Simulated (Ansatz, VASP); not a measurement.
One calculation of GaSb, two programs

INCAR

```
SYSTEM = GaSb
  PREC = Accurate
  ENCUT = 520
  EDIFF = 1E-6
  ISMEAR = 0
  SIGMA = 0.1
  LREAL = .FALSE.
  LASPH = .TRUE.
  NELM = 100
  ALGO = Normal
  ISIF = 2
  LWAVE = .FALSE.
  LCHARG = .FALSE.
  GGA = PE
  NBANDS = 16
```

Contents of KPOINTS:

```
regular mesh
0
G
  6 6 6
  0 0 0
```

Contents of POSCAR:

```
GaSb
1.0
    0.0000000000      3.0686043200      3.0686043200
    3.0686043200      0.0000000000      3.0686043200
    3.0686043200      3.0686043200      0.0000000000
Ga Sb
1 1
Direct
    0.0000000000      0.0000000000      0.0000000000
    0.2500000000      0.2500000000      0.2500000000
```

Input for Ansatz:

```yaml
crystal:
  lattice:
    - [0.0, 3.06860432, 3.06860432]
    - [3.06860432, 0.0, 3.06860432]
    - [3.06860432, 3.06860432, 0.0]
  atoms:
    - { symbol: Ga, position: [0.0, 0.0, 0.0] }
    - { symbol: Sb, position: [0.25, 0.25, 0.25] }
basis:
  ecutwfc: 420
kpoints:
  mp_grid: { grid: [6, 6, 6] }
hamiltonian:
  xc: pbe
  pseudopotentials: { kind: paw }
scf:
  occupations: { method: gaussian, width: 0.1 }
output:
  forces: true
  stress: true
  eigenvalues: true
```

The cell was built by a generator and isn't the measured one.

Alike in both runs: task single point; functional PBE; k mesh 6 × 6 × 6; occupations gaussian, width 0.1 eV; no spin polarisation.

```csv
,VASP,Ansatz
version,VASP 6.6.1,Ansatz 0.2.0
potentials or method,"VASP PAW PBE potentials, release 64 (Ga_d, Sb)","scalar-relativistic, plane waves, PAW"
plane-wave cutoff (eV),520,420
valence electrons in the cell,18,28
```

```tsv
	VASP	Ansatz	Ansatz less VASP
gap on the k mesh at the Fermi level (eV)	none	none	-
pressure (GPa)	2.0	1.9	-0.07
```

A gap of «none» marks a metal or a gap that the smearing closes. With one functional, cell and mesh, what is left measures potentials, basis and numerics. The two sets of potentials don't hold the same shells in valence.

Caveats: this crystal is a semiconductor, whose small gap the functional closes, so the metal is an error of the method. The runs have no spin-orbit coupling, so splittings on Sb are missing.
